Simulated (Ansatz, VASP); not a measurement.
Ti: VASP beside Ansatz

The input INCAR:

```
ALGO     = Normal         # electronic algorithm
EDIFF    = 1E-7           # SCF threshold, eV
ENCUT    = 520            # plane-wave cutoff, eV
GGA      = PE             # functional
ISIF     = 2              # what is computed and relaxed
ISMEAR   = -1             # smearing method
LASPH    = True           # aspherical terms in the spheres
LCHARG   = False          # write CHGCAR
LREAL    = False          # projectors in reciprocal space
LWAVE    = False          # write WAVECAR
NBANDS   = 25             # bands
NELM     = 60             # most SCF steps
PREC     = Accurate       # precision mode
SIGMA    = 0.05           # smearing width, eV
```

KPOINTS

```
k-points
0
Gamma
  7 7 9
```

File POSCAR:

```
Ti
1.0
    4.5673748306      0.0000000000      0.0000000000
   -2.2836874153      3.9554626319      0.0000000000
    0.0000000000      0.0000000000      2.8262442700
Ti
3
Direct
    0.6666666667      0.3333333333      0.5000000000
    0.3333333333      0.6666666667      0.5000000000
    0.0000000000      0.0000000000      0.0000000000
```

Contents of input.yaml:

```yaml
crystal:
  lattice:
    - [4.5673748306, 0.0, 0.0]
    - [-2.2836874153, 3.9554626319, 0.0]
    - [0.0, 0.0, 2.82624427]
  atoms:
    - { symbol: Ti, position: [0.6666666667, 0.3333333333, 0.5] }
    - { symbol: Ti, position: [0.3333333333, 0.6666666667, 0.5] }
    - { symbol: Ti, position: [0.0, 0.0, 0.0] }
hamiltonian:
  xc: pbe
  pseudopotentials: { kind: paw }
kpoints:
  mp_grid: { grid: [7, 7, 9] }
scf:
  occupations: { method: fermi_dirac, width: 0.05 }
output:
  forces: true
  stress: true
  eigenvalues: true
  write_density: true
  write_potential: true
  elf: true
  volumetric_format: npy
```

This isn't the form of Ti at room conditions, which is hcp.

Alike in both runs: task single point; functional PBE; k mesh 7 × 7 × 9; occupations fermi-dirac, width 0.05 eV; no spin polarisation.

|  | VASP | Ansatz |
| --- | --- | --- |
| version | VASP 6.6.1 | Ansatz 0.2.0 |
| potentials or method | VASP PAW PBE potentials, release 64 (Ti_sv) | Ansatz PAW |
| plane-wave cutoff (eV) | 520 | 420 |
| valence electrons in the cell | 36 | 36 |

```csv
,VASP,Ansatz,Ansatz less VASP
gap on the k mesh at the Fermi level (eV),none,none,-
pressure (GPa),0.6,0.8,+0.25
largest component of the traceless stress (GPa),0.10,0.11,+0.005
```

A gap of «none» marks a metal or a gap that the smearing closes.
